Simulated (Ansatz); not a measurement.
Computed with Ansatz 0.2.0, DFT PBE, scalar-relativistic, plane waves, PAW. All cells share a 420 eV cutoff and Γ-centred k meshes spaced at most about 0.3 Å⁻¹ (2π included). No spin polarisation in the final relaxations.

These are static total energies at zero pressure. All come from trial cells, and lower structures may exist.

**Question.** Order these relaxed structures of SiC by energy, lowest first, with the energy over the lowest of them.
1.

```cif
data_structure
_symmetry_space_group_name_H-M 'P4_2/ncm:1'
_symmetry_Int_Tables_number 138
_cell_length_a 6.1964
_cell_length_b 6.1964
_cell_length_c 5.1772
_cell_angle_alpha 90.000
_cell_angle_beta 90.000
_cell_angle_gamma 90.000
_cell_volume 198.78
loop_
_atom_site_label
_atom_site_type_symbol
_atom_site_symmetry_multiplicity
_atom_site_Wyckoff_symbol
_atom_site_fract_x
_atom_site_fract_y
_atom_site_fract_z
_atom_site_occupancy
Si1 Si 8 i 0.64085 0.85915 0.92328 1
C1 C 8 i 0.64849 0.85151 0.54943 1
```

2.

```cif
data_structure
_symmetry_space_group_name_H-M 'P6_222'
_symmetry_Int_Tables_number 180
_cell_length_a 3.0850
_cell_length_b 3.0850
_cell_length_c 7.0616
_cell_angle_alpha 90.000
_cell_angle_beta 90.000
_cell_angle_gamma 120.000
_cell_volume 58.20
loop_
_atom_site_label
_atom_site_type_symbol
_atom_site_symmetry_multiplicity
_atom_site_Wyckoff_symbol
_atom_site_fract_x
_atom_site_fract_y
_atom_site_fract_z
_atom_site_occupancy
Si1 Si 3 d 0.00000 0.50000 0.16667 1
C1 C 3 c 0.50000 0.50000 0.33333 1
```

**Answer.** 1 (0 meV/atom), 2 (213 meV/atom). Forms: 1 P4_2/ncm; 2 P6_222. Counting C atoms around Si (those within 1.25 times the shortest such distance or 1.15 times the sum of covalent radii): cell 1 has Si 4; cell 2 has Si 4. Cell 1 holds Si–Si pairs (shortest 2.47 Å); in cell 2 the shortest Si–Si distance is 2.81 Å, near bonding range too. Even the lowest lies +0.15 eV/atom against the elements.

Cells relaxed within their symmetry can be saddle points. The part of the Crystallography Open Database at hand lists SiC in space groups No. 36, 156, 160, 186, 216; no cell shown has one of them. Some candidate types were left out of the draw beforehand, so a known form may be missing.
